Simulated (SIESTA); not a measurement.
Crystal: MnSb.

```
Sb Mn
1.0
     0.00000    2.79502    2.79502
     2.79502    0.00000    2.79502
     2.79502    2.79502    0.00000
Sb Mn
1 1
Direct
  0.50000 0.50000 0.50000
  0.00000 0.00000 0.00000
```

The cell comes from a database or a generator and needn't be the stable form of this composition.

Alike in all runs: program SIESTA 5.4.2; functional PBE; potentials or basis PseudoDojo 0.4 standard (PBE files); basis DZP (energy shift 0.003 Ry; two zetas on semicore shells); grid cutoff 800 Ry; energy shift 0.003 Ry; k mesh 8 × 8 × 8; occupations fermi-dirac, width 0.05 eV.

Problem. Only the start or the spin constraint differs. Which run ends lowest in energy?
A. collinear spin, ferromagnetic start of up to 4 μB; fixed moment 0
B. collinear spin, ferromagnetic start of up to 4 μB; fixed moment 1
C. collinear spin, ferromagnetic start of up to 4 μB; fixed moment 3
D. collinear spin, ferromagnetic start of up to 4 μB; fixed moment 2
E. collinear spin, ferromagnetic start of up to 4 μB; fixed moment 5
F. collinear spin, ferromagnetic start of up to 4 μB; fixed moment 4

Solution. F.

| start | free energy over the lowest (meV/atom) | net moment (μB) | site or absolute moments (μB) | gap |
| --- | --- | --- | --- | --- |
| collinear spin, ferromagnetic start of up to 4 μB; fixed moment 2 | 423.3 | 2.00 | Sb -0.57; Mn +2.57 | - |
| collinear spin, ferromagnetic start of up to 4 μB; fixed moment 0 | 848.0 | 0.00 | - | - |
| collinear spin, ferromagnetic start of up to 4 μB; fixed moment 5 | 377.1 | 5.00 | Sb +0.37; Mn +4.63 | - |
| collinear spin, ferromagnetic start of up to 4 μB; fixed moment 1 | 709.9 | 1.00 | Sb -0.39; Mn +1.39 | - |
| collinear spin, ferromagnetic start of up to 4 μB; fixed moment 3 | 125.1 | 3.00 | Sb -0.55; Mn +3.55 | - |
| collinear spin, ferromagnetic start of up to 4 μB; fixed moment 4 | 0.0 | 4.00 | Sb -0.23; Mn +4.23 | - |

All polarised runs hold their moment fixed, so the table maps the energy against it. A still lower state may exist.

Caveats: the basis of atomic orbitals isn't converged, which shifts pressures, moduli and gaps; the total moment is fixed, so each spin has its own Fermi level; a cell with one magnetic atom can't hold antiferromagnetic order, which such compounds often take (some runs); the moment is held away from its start (some runs); the starting moments collapsed, and a magnetic state may lie lower (some runs).
